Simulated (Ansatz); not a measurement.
Input and command of a plane-wave DFT calculation in Ansatz:

```yaml
crystal:
  lattice:
    - [3.2319982225, 0.0, 0.0848399533]
    - [-1.6159991112, 2.7989925657, -0.0424199767]
    - [0.13510875, 0.0, 5.147]
  atoms:
    - { symbol: Zr, position: [0.3333333333, 0.6666666667, 0.25] }
    - { symbol: Zr, position: [0.6666666667, 0.3333333333, 0.75] }
basis:
  ecutwfc: 420
kpoints:
  mp_grid: { grid: [18, 18, 10] }
hamiltonian:
  xc: pbesol
scf:
  occupations: { method: gaussian, width: 0.15 }
output:
  forces: true
  stress: true
  eigenvalues: true
```

```bash
ansatz run input.yaml --threads 1 --pin off --max-ram 2560MiB --backend cpu --events-out ev --progress --plain --runs-dir out
```

Processor: Arm Neoverse V1, 1 thread, on a host shared with other jobs.

How long does it run, and how much memory does it take?

About 31 s on 1 thread of Arm Neoverse V1 (shared host), peak memory 0.76 GiB. It solves 16 bands at 866 k points (the mesh reduced by symmetry) with about 925 plane waves, in 6 SCF iterations.
